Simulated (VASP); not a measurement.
Runs of VASP 6.6.1 on MnO. Symmetry: F-43m, No. 216, cubic system. Conventional cell: a = 4.873 Å, b = 4.873 Å, c = 4.873 Å, α = 90.00°, β = 90.00°, γ = 90.00°. Around Mn (site symmetry -43m) lie 4 O at 2.11 Å. O (site symmetry -43m) is surrounded by 4 Mn at 2.11 Å. Measurements of this composition are mostly on another form, of space group No. 225.

| spin | U | fixed moment (μB) | gap on the mesh (eV) | pressure (GPa) | moment (μB) |
| --- | --- | --- | --- | --- | --- |
| collinear, random start | Mn d U = 5 eV | - | none | -4.4 | 5.00 |
| collinear, random start | Mn d U = 6 eV | - | none | (a) | 5.00 |
| collinear, ferromagnetic start | Mn d U = 6 eV | 4 | - | -10.0 | 4.00 |
| collinear, ferromagnetic start | Mn d U = 5 eV | - | none | -4.4 | 5.00 |
| off | Mn d U = 5 eV | - | none | -31.1 | - |

Alike in all rows: task single point; level PBEsol+U; potentials or basis VASP PAW PBE potentials, release 64 (Mn_pv, O); cell as given; k mesh 7 × 7 × 7; cutoff (eV) 520; smearing gaussian 0.05 eV.

**Question.** Estimate the missing entries.

**Answer.** (a) -3.7.

Caveats: the PAW data sets were made with another functional, which shifts forces and pressure a little; a cell with one magnetic atom can't hold antiferromagnetic order, which such compounds often take (some runs); the total moment is fixed, so each spin has its own Fermi level (some runs); a pressure of tens of GPa on the cell as given is suspect, and the run, the potentials or the cell itself is likely at fault (some runs); an odd number of electrons without spin polarisation forces a metal (some runs); a magnetic or distorted state may lie lower (some runs); U without spin polarisation on a metal has little footing (some runs).

A gap of «none» marks a metal or a gap under the smearing width.

Runs at the PBE level aren't shown here.
